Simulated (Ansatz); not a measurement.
## MoS₂: enthalpy against pressure

MoS₂, P-6m2, a = 3.150 Å, c = 6.647 Å. This isn't the usual stable structure of the compound. Ansatz: PBE+D3(BJ), PAW, 420 eV, Γ-centred 12×12×4 mesh on 3 atoms, Gaussian smearing 0.02 eV; no spin polarisation. Cell and atoms are relaxed at each pressure, and no other structure is tried, so the rows at high pressure may lie past a change of phase. y is the enthalpy over the state at zero pressure; there V0 = 19.035 Å³/atom. The pressures are the targets, met within 0.02 GPa.

```tsv
P (GPa)	y (eV/atom)
0.0	0.0000
3.0	0.3458
8.0	0.8913
15.0	?
30.0	3.0555
60.0	5.6609
```

**Question.** Fit y = c1 P + c2 P² + c3 P³ to the other rows, say what c1 and c2 mean, and predict the missing value.

**Answer.** Least squares on the rows shown. y = 0.11603 P − 0.00058423 P² + 3.7146×10⁻⁶ P³. Since dH/dP = V, c1 is V0: 0.11603 eV/GPa × 160.2 = 18.588 Å³ against 19.035; c2 = −V0/(2B0) gives B0 = 99 GPa, where a Birch–Murnaghan fit to the volumes of the same runs (not shown) gives 47 GPa: a cubic over this range folds the higher terms into c2. Above P = −c2/(3 c3) = 52 GPa the cubic's slope, the volume, would rise with pressure, so the form fails there. At P = 15.0 the fit asked for gives 1.6215 eV/atom. The run gave 1.6138 eV/atom, so the fit is 0.0077 eV/atom too high, 0.14 % of the span of the series, against an rms of 0.0016 eV/atom on the fitted rows. With a term in P⁴ added, a fit to the same known rows (none to spare) predicts 1.6089 eV/atom, a smaller miss on the other side. Also, this row ran on the mesh 12×12×6, its neighbour on 12×12×4, which can shift it a little.

Where the gap has closed, the smearing of 0.02 eV or less is narrow for a metal on this mesh. The mesh isn't the same in all rows (12×12×4, 12×12×6).